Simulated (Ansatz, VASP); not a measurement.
**Sc in VASP and in Ansatz**

```
Sc
1.0
     3.02321    0.00000    0.00000
    -1.51161    2.61818    0.00000
     0.00000    0.00000    4.67597
Sc
2
Cartesian
  0.0000 1.7455 1.1690
  1.5116 0.8727 3.5070
```

Change from the starting cell: volume scaled by 0.78, LAPW.

Alike in both runs: task single point; functional PBEsol; k mesh 15 × 15 × 8; occupations fermi-dirac, width 0.1 eV; no spin polarisation.

|  | VASP | Ansatz |
| --- | --- | --- |
| version | VASP 6.6.1 | Ansatz 0.2.0 |
| potentials or method | VASP PAW PBE potentials, release 64 (Sc_sv), cutoff 520 eV | all-electron LAPW, scalar-relativistic |

|  | VASP | Ansatz | Ansatz less VASP |
| --- | --- | --- | --- |
| pressure (GPa) | 20.8 | 20.7 | -0.10 |

Ansatz ran all-electron here, so the differences hold the error of VASP's frozen core and of both bases.

Caveats: so large a pressure means that the cell lies far from this level's equilibrium, or that cutoff or potentials fall short (VASP); the potentials were made for another functional, which shifts forces and pressure (VASP).
